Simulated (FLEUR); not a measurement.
# HfB2 (P1) in FLEUR: convergence with Kmax, part 2 of 2

FLEUR MaX-R8.1 (later development tree). Earlier steps stand in the parts before.

## (9) With Kmax 5.5

Input file inp.xml:

```xml
<?xml version="1.0" encoding="UTF-8" standalone="no"?>
<fleurInput fleurInputVersion="0.39">
   <comment>
      HfB2                                                                                                
   </comment>
   <calculationSetup>
      <cutoffs Kmax="5.5" Gmax="16.5" GmaxXC="16.5" numbands="0"/>
      <scfLoop itmax="60" minDistance="0.00001" maxIterBroyd="15" imix="Anderson" alpha="0.05" precondParam="0.0" spinf="2.0" sdNocoIR="T"/>
      <coreElectrons ctail="T" frcor="F" kcrel="0" coretail_lmax="0"/>
      <xcFunctional name="vwn" relativisticCorrections="F"/>
      <magnetism jspins="1"/>
      <soc l_soc="F" theta="0.0" phi="0.0" spav="F"/>
      <expertModes spex="0" secvar="F"/>
      <geometryOptimization l_f="T" forcealpha="1.0" forcemix="BFGS" epsdisp="0.0005" epsforce="0.0002"/>
      <ldaU l_linMix="F" mixParam="0.05" spinf="1.0"/>
   </calculationSetup>
   <cell>
      <bzIntegration valenceElectrons="32.0" mode="hist" fermiSmearingEnergy="0.00183747">
         <kPointListSelection listName="default-1"/>
         <!-- k-points included here -->
         <xi:include xmlns:xi="http://www.w3.org/2001/XInclude" href="kpts.xml"> </xi:include>
      </bzIntegration>
      <!-- symmetry operations included here -->
      <xi:include xmlns:xi="http://www.w3.org/2001/XInclude" href="sym.xml"> </xi:include>
      <bulkLattice scale="1.0">
         <bravaisMatrix>
            <row-1>    5.9337400312439996     0.0000000000000000     0.0000000000000000</row-1>
            <row-2>   -2.9668700156219998     5.1387696065418380     0.0000000000000000</row-2>
            <row-3>    0.0000000000000000     0.0000000000000000     6.5762469136079993</row-3>
         </bravaisMatrix>
      </bulkLattice>
   </cell>
   <atomSpecies>
      <species name="Hafnium (Hf)" element="Hf" atomicNumber="72">
         <mtSphere radius="2.66" gridPoints="879" logIncrement="0.015"/>
         <atomicCutoffs lmax="10" lnonsphr="10"/>
         <electronConfig flipSpins="F">
            <coreConfig>(1s1/2) (2s1/2) (2p1/2) (2p3/2) (3s1/2) (3p1/2) (3p3/2) (4s1/2) (3d3/2) (3d5/2) (4p1/2) (4p3/2) (4d3/2) (4d5/2)</coreConfig>
            <valenceConfig>(5s1/2) (5p1/2) (5p3/2) (6s1/2) (4f5/2) (4f7/2) (5d3/2) (5d5/2)</valenceConfig>
            <stateOccupation state="(5d3/2)" spinUp="0.400000" spinDown="0.400000"/>
            <stateOccupation state="(5d5/2)" spinUp="0.600000" spinDown="0.600000"/>
         </electronConfig>
         <energyParameters s="6" p="6" d="5" f="4"/>
         <lo type="SCLO" l="0" n="5" eDeriv="0"/>
         <lo type="SCLO" l="1" n="5" eDeriv="0"/>
         <lo type="SCLO" l="2" n="5" eDeriv="2"/>
         <lo type="SCLO" l="3" n="4" eDeriv="2"/>
      </species>
      <species name="Boron (B)" element="B" atomicNumber="5">
         <mtSphere radius="1.52" gridPoints="507" logIncrement="0.02"/>
         <atomicCutoffs lmax="8" lnonsphr="8"/>
         <electronConfig flipSpins="F">
            <coreConfig>(1s1/2)</coreConfig>
            <valenceConfig>(2s1/2) (2p1/2) (2p3/2)</valenceConfig>
            <stateOccupation state="(2p1/2)" spinUp="0.166667" spinDown="0.166667"/>
            <stateOccupation state="(2p3/2)" spinUp="0.333333" spinDown="0.333333"/>
         </electronConfig>
         <energyParameters s="2" p="2" d="3" f="4"/>
         <lo type="SCLO" l="0" n="2" eDeriv="2"/>
         <lo type="SCLO" l="1" n="2" eDeriv="2"/>
         <lo type="SCLO" l="2" n="3" eDeriv="2"/>
      </species>
   </atomSpecies>
   <atomGroups>
      <atomGroup species="Hafnium (Hf)">
         <relPos label="                   1">.0040700000 -.0037840000 -.0029730000</relPos>
         <force calculate="T" relaxXYZ="TTT"/>
      </atomGroup>
      <atomGroup species="Boron (B)">
         <relPos label="                   2">-.3264760000 .3435500000 .4913070000</relPos>
         <force calculate="T" relaxXYZ="TTT"/>
      </atomGroup>
      <atomGroup species="Boron (B)">
         <relPos label="                   3">.3173900000 -.3248670000 .4845490000</relPos>
         <force calculate="T" relaxXYZ="TTT"/>
      </atomGroup>
   </atomGroups>
   <output dos="F" band="F" slice="F">
      <checks vchk="F" cdinf="F"/>
      <bandDOS minEnergy="-.5*Htr" maxEnergy="0.5*Htr" sigma="0.015" storeEVData="T"/>
      <vacuumDOS vacdos="F" integ="F" star="F" nstars="0" locx1="0.0" locy1="0.0" locx2="0.0" locy2="0.0" nstm="0" tworkf="0.0"/>
      <unfoldingBand unfoldBand="F" supercellX="1" supercellY="1" supercellZ="1"/>
      <plotting iplot="0" polar="F">
         <plot TwoD="T" vec1="  1.0  0.0  0.0" vec2="  0.0  1.0  0.0" vec3="  0.0  0.0  1.0" zero="  0.0  0.0  0.0" file="plot"/>
      </plotting>
      <chargeDensitySlicing numkpt="0" minEigenval="0.0" maxEigenval="0.0" nnne="0" pallst="F"/>
      <specialOutput eonly="F"/>
      <moessbauerParams electricFieldGradient="T" isomerShift="T" coreHyperfine="T" valenceHyperfine="T"/>
      <magneticCircularDichroism mcd="F" energyLo="-10.0" energyUp="0.0"/>
   </output>
  <!-- We include the file relax.xml here to enable relaxations (see documentation) -->
  <xi:include xmlns:xi="http://www.w3.org/2001/XInclude" href="relax.xml"> <xi:fallback/> </xi:include>
</fleurInput>
```

Input file crystal.txt:

```
HfB2
&input cartesian=F /
3.1400000000  0.0000000000  0.0000000000
-1.5700000000  2.7193197679  0.0000000000
0.0000000000  0.0000000000  3.4800000000
1.8897261246
1.0 1.0 1.0

3
72 0.0040700000  -0.0037840000  -0.0029730000
5 0.6735240000  0.3435500000  0.4913070000
5 0.3173900000  0.6751330000  0.4845490000

&kpt div1=4 div2=4 div3=4 gamma=T /
```

Potentials or basis: all-electron, FLAPW.

Launch:

```bash
inpgen -f crystal.txt -profile fastHighL
# inp.xml edited to the form shown
fleur_MPI
```

Output:

```text
Welcome to FLEUR        (www.flapw.de)
      MaX-Release 8.1          (www.max-centre.eu)

 ========== k-point set info ==========
 Selected k-point list: default-1
 k-point list type: mesh
 4 x 4 x 4
 Number of k points: 36

 ------------Calculation Setup---------------------------
 Number of MPI-tasks      :            1
 Number of PE/node        :            1
 Number of OMP-threads    :            1
 Most efficient MPI parallelization for:
           1           2           3           4           6           9          12          18          36
 Additional eigenvalue parallelization possible
 Number of basis functions:          664
 Approximate size of matrices (H+S) per k-point:         0.013 GB
 --------------------------------------------------------
Nuclear radius smaller than smallest radial mesh point for atom type 2 -- skipping its core isomer shift
Nuclear radius smaller than smallest radial mesh point for atom type 3 -- skipping its core isomer shift
Nuclear radius smaller than smallest radial mesh point for atom type 2 -- skipping its isomer shift
Nuclear radius smaller than smallest radial mesh point for atom type 3 -- skipping its isomer shift
 Iteration:     1   Distance:      17.78064553 me/bohr^3
Nuclear radius smaller than smallest radial mesh point for atom type 2 -- skipping its core isomer shift
Nuclear radius smaller than smallest radial mesh point for atom type 3 -- skipping its core isomer shift
Nuclear radius smaller than smallest radial mesh point for atom type 2 -- skipping its isomer shift
Nuclear radius smaller than smallest radial mesh point for atom type 3 -- skipping its isomer shift
 Iteration:     2   Distance:      15.54511638 me/bohr^3
Nuclear radius smaller than smallest radial mesh point for atom type 2 -- skipping its core isomer shift
Nuclear radius smaller than smallest radial mesh point for atom type 3 -- skipping its core isomer shift
Nuclear radius smaller than smallest radial mesh point for atom type 2 -- skipping its isomer shift
Nuclear radius smaller than smallest radial mesh point for atom type 3 -- skipping its isomer shift
 Iteration:     3   Distance:       7.93046058 me/bohr^3
Nuclear radius smaller than smallest radial mesh point for atom type 2 -- skipping its core isomer shift
Nuclear radius smaller than smallest radial mesh point for atom type 3 -- skipping its core isomer shift
Nuclear radius smaller than smallest radial mesh point for atom type 2 -- skipping its isomer shift
Nuclear radius smaller than smallest radial mesh point for atom type 3 -- skipping its isomer shift
 Iteration:     4   Distance:       4.55016403 me/bohr^3
Nuclear radius smaller than smallest radial mesh point for atom type 2 -- skipping its core isomer shift
Nuclear radius smaller than smallest radial mesh point for atom type 3 -- skipping its core isomer shift
Nuclear radius smaller than smallest radial mesh point for atom type 2 -- skipping its isomer shift
Nuclear radius smaller than smallest radial mesh point for atom type 3 -- skipping its isomer shift
 Iteration:     5   Distance:       3.29169534 me/bohr^3
Nuclear radius smaller than smallest radial mesh point for atom type 2 -- skipping its core isomer shift
Nuclear radius smaller than smallest radial mesh point for atom type 3 -- skipping its core isomer shift
Nuclear radius smaller than smallest radial mesh point for atom type 2 -- skipping its isomer shift
Nuclear radius smaller than smallest radial mesh point for atom type 3 -- skipping its isomer shift
 Iteration:     6   Distance:       0.35405548 me/bohr^3
Nuclear radius smaller than smallest radial mesh point for atom type 2 -- skipping its core isomer shift
Nuclear radius smaller than smallest radial mesh point for atom type 3 -- skipping its core isomer shift
Nuclear radius smaller than smallest radial mesh point for atom type 2 -- skipping its isomer shift
Nuclear radius smaller than smallest radial mesh point for atom type 3 -- skipping its isomer shift
 Iteration:     7   Distance:       0.31451936 me/bohr^3
Nuclear radius smaller than smallest radial mesh point for atom type 2 -- skipping its core isomer shift
Nuclear radius smaller than smallest radial mesh point for atom type 3 -- skipping its core isomer shift
Nuclear radius smaller than smallest radial mesh point for atom type 2 -- skipping its isomer shift
Nuclear radius smaller than smallest radial mesh point for atom type 3 -- skipping its isomer shift
 Iteration:     8   Distance:       0.07910370 me/bohr^3
Nuclear radius smaller than smallest radial mesh point for atom type 2 -- skipping its core isomer shift
Nuclear radius smaller than smallest radial mesh point for atom type 3 -- skipping its core isomer shift
Nuclear radius smaller than smallest radial mesh point for atom type 2 -- skipping its isomer shift
Nuclear radius smaller than smallest radial mesh point for atom type 3 -- skipping its isomer shift
 Iteration:     9   Distance:       0.06690214 me/bohr^3
Nuclear radius smaller than smallest radial mesh point for atom type 2 -- skipping its core isomer shift
Nuclear radius smaller than smallest radial mesh point for atom type 3 -- skipping its core isomer shift
Nuclear radius smaller than smallest radial mesh point for atom type 2 -- skipping its isomer shift
Nuclear radius smaller than smallest radial mesh point for atom type 3 -- skipping its isomer shift
 Iteration:    10   Distance:       0.02135399 me/bohr^3
Nuclear radius smaller than smallest radial mesh point for atom type 2 -- skipping its core isomer shift
Nuclear radius smaller than smallest radial mesh point for atom type 3 -- skipping its core isomer shift
Nuclear radius smaller than smallest radial mesh point for atom type 2 -- skipping its isomer shift
Nuclear radius smaller than smallest radial mesh point for atom type 3 -- skipping its isomer shift
 Iteration:    11   Distance:       0.00518117 me/bohr^3
Nuclear radius smaller than smallest radial mesh point for atom type 2 -- skipping its core isomer shift
Nuclear radius smaller than smallest radial mesh point for atom type 3 -- skipping its core isomer shift
Nuclear radius smaller than smallest radial mesh point for atom type 2 -- skipping its isomer shift
Nuclear radius smaller than smallest radial mesh point for atom type 3 -- skipping its isomer shift
 Iteration:    12   Distance:       0.00330598 me/bohr^3
Nuclear radius smaller than smallest radial mesh point for atom type 2 -- skipping its core isomer shift
Nuclear radius smaller than smallest radial mesh point for atom type 3 -- skipping its core isomer shift
Nuclear radius smaller than smallest radial mesh point for atom type 2 -- skipping its isomer shift
Nuclear radius smaller than smallest radial mesh point for atom type 3 -- skipping its isomer shift
 Iteration:    13   Distance:       0.00063054 me/bohr^3
Nuclear radius smaller than smallest radial mesh point for atom type 2 -- skipping its core isomer shift
Nuclear radius smaller than smallest radial mesh point for atom type 3 -- skipping its core isomer shift
Nuclear radius smaller than smallest radial mesh point for atom type 2 -- skipping its isomer shift
Nuclear radius smaller than smallest radial mesh point for atom type 3 -- skipping its isomer shift
 Iteration:    14   Distance:       0.00031295 me/bohr^3
Nuclear radius smaller than smallest radial mesh point for atom type 2 -- skipping its core isomer shift
Nuclear radius smaller than smallest radial mesh point for atom type 3 -- skipping its core isomer shift
Nuclear radius smaller than smallest radial mesh point for atom type 2 -- skipping its isomer shift
Nuclear radius smaller than smallest radial mesh point for atom type 3 -- skipping its isomer shift
 Iteration:    15   Distance:       0.00014136 me/bohr^3
Nuclear radius smaller than smallest radial mesh point for atom type 2 -- skipping its core isomer shift
Nuclear radius smaller than smallest radial mesh point for atom type 3 -- skipping its core isomer shift
Nuclear radius smaller than smallest radial mesh point for atom type 2 -- skipping its isomer shift
Nuclear radius smaller than smallest radial mesh point for atom type 3 -- skipping its isomer shift
 Iteration:    16   Distance:       0.00012818 me/bohr^3
Nuclear radius smaller than smallest radial mesh point for atom type 2 -- skipping its core isomer shift
Nuclear radius smaller than smallest radial mesh point for atom type 3 -- skipping its core isomer shift
Nuclear radius smaller than smallest radial mesh point for atom type 2 -- skipping its isomer shift
Nuclear radius smaller than smallest radial mesh point for atom type 3 -- skipping its isomer shift
 Iteration:    17   Distance:       0.00008119 me/bohr^3
Nuclear radius smaller than smallest radial mesh point for atom type 2 -- skipping its core isomer shift
Nuclear radius smaller than smallest radial mesh point for atom type 3 -- skipping its core isomer shift
Nuclear radius smaller than smallest radial mesh point for atom type 2 -- skipping its isomer shift
Nuclear radius smaller than smallest radial mesh point for atom type 3 -- skipping its isomer shift
 Iteration:    18   Distance:       0.00001616 me/bohr^3
Nuclear radius smaller than smallest radial mesh point for atom type 2 -- skipping its core isomer shift
Nuclear radius smaller than smallest radial mesh point for atom type 3 -- skipping its core isomer shift
Nuclear radius smaller than smallest radial mesh point for atom type 2 -- skipping its isomer shift
Nuclear radius smaller than smallest radial mesh point for atom type 3 -- skipping its isomer shift
 Iteration:    19   Distance:       0.00000561 me/bohr^3
Nuclear radius smaller than smallest radial mesh point for atom type 2 -- skipping its core isomer shift
Nuclear radius smaller than smallest radial mesh point for atom type 3 -- skipping its core isomer shift
Nuclear radius smaller than smallest radial mesh point for atom type 2 -- skipping its isomer shift
Nuclear radius smaller than smallest radial mesh point for atom type 3 -- skipping its isomer shift
 Reset of history

 ********************************************************************
 Run finished successfully
 Stop message:
   Structural relaxation: new displacements generated
 ********************************************************************
```

Run time: 6.6 min. Hardware: 1 thread of Arm Neoverse V1, shared host; peak memory 0.23 GiB.

What came out:

```
Free energy                                           : -411931.9181 eV
Largest force                                         : 1.236 eV/Å
Band gap on the k mesh                                : 0.16 eV, indirect (least direct gap 0.53 eV)
Valence electrons inside the program's atomic spheres : Hf 24.50; B 1.39 (radii Hf 2.66, B 1.52 bohr)
```

## (10) The series at a glance

```tsv
Kmax	energy less the tightest run, at zero smearing (meV/atom)	largest force (eV/Å)	gap on the mesh (eV)	SCF cycles	CPU time (s)	peak memory (GiB)
2.6	777.13	1.088	0.204	20	180	0.22
3	248.89	1.176	0.158	20	180	0.22
3.4	72.62	1.232	0.171	20	190	0.22
3.8	20.57	1.240	0.163	20	200	0.22
4.2	6.35	1.237	0.162	20	220	0.22
4.6	1.93	1.235	0.162	20	260	0.22
5	0.51	1.236	0.162	20	300	0.22
5.5	0.00	1.236	0.162	20	400	0.23
```

Against the tightest run, the energy stays within 1 meV/atom from 5 on; the largest force stays within 0.005 eV/Å from 3.4 on; the gap on the mesh stays within 0.01 eV from 3 on. The tightest run that finished is the yardstick and may itself not be fully converged.

Caveats: all runs use coarse meshes; the cutoff is high for the widest sphere, where the basis turns nearly dependent and energies can drift low; spin-orbit coupling is left out, which moves the levels of the heavy elements.
